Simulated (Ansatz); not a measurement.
**Si (Fm-3m): an equation of state far from equilibrium**

Aim: energy and pressure of Si (Fm-3m) over a wide range of volumes, and a fit. The run doesn't test whether this is the element's stable form.

Method: DFT PBEsol, scalar-relativistic, plane waves, PAW, in Ansatz 0.2.0.

**1. Starting point**

Symmetry: Fm-3m, No. 225, cubic system. Conventional cell: a = 3.830 Å, b = 3.830 Å, c = 3.830 Å, α = 90.00°, β = 90.00°, γ = 90.00°. Around Si (site symmetry m-3m) lie 12 Si at 2.71 Å.

As a file:

```xyz
1
Lattice="0.0000 1.9148 1.9148 1.9148 0.0000 1.9148 1.9148 1.9148 0.0000" Properties=species:S:1:pos:R:3 pbc="T T T"
Si    0.0000    0.0000    0.0000
```

This cell comes from an earlier session at PBEsol: 14.040 Å³/atom at 0.00 GPa, on a 20×20×20 mesh.

**2. Volume × 0.96**

input.yaml reads:

```yaml
crystal:
  lattice:
    - [0.0, 1.8888775189, 1.8888775189]
    - [1.8888775189, 0.0, 1.8888775189]
    - [1.8888775189, 1.8888775189, 0.0]
  atoms:
    - { symbol: Si, position: [0.0, 0.0, 0.0] }
basis:
  ecutwfc: 420
  ecutrho_ratio: 4
kpoints:
  mp_grid: { grid: [20, 20, 20] }
hamiltonian:
  xc: pbesol
scf:
  occupations: { method: gaussian, width: 0.05 }
output:
  forces: true
  stress: true
  eigenvalues: true
```

Run with:

```console
$ ansatz run input.yaml --threads 1 --pin off --max-ram 2560MiB --backend cpu --events-out ev --progress --plain --runs-dir out
```

After this run come: Volume × 1.04; Volume × 0.92; Volume × 0.88; Volume × 0.84; Volume × 0.8; Volume × 0.76; Volume × 0.72; Volume × 0.68; Volume × 0.64.

Q: Predict the outcome of this session. Wanted: range of pressure; V0; B0; B0′.

The runs gave:

```
         quantity              value
range of pressure  -3.3 to 107.0 GPa
         V0 (fit)      14.04 Å³/atom
         B0 (fit)             93 GPa
        B0′ (fit)               4.16
```

In words: A third-order Birch-Murnaghan fit follows the points with an rms miss of 0.82 meV/atom. The k mesh is not the same at all volumes. Symmetry fixes shape and sites, so only the volume changes. Other structures may be lower in enthalpy at these pressures.
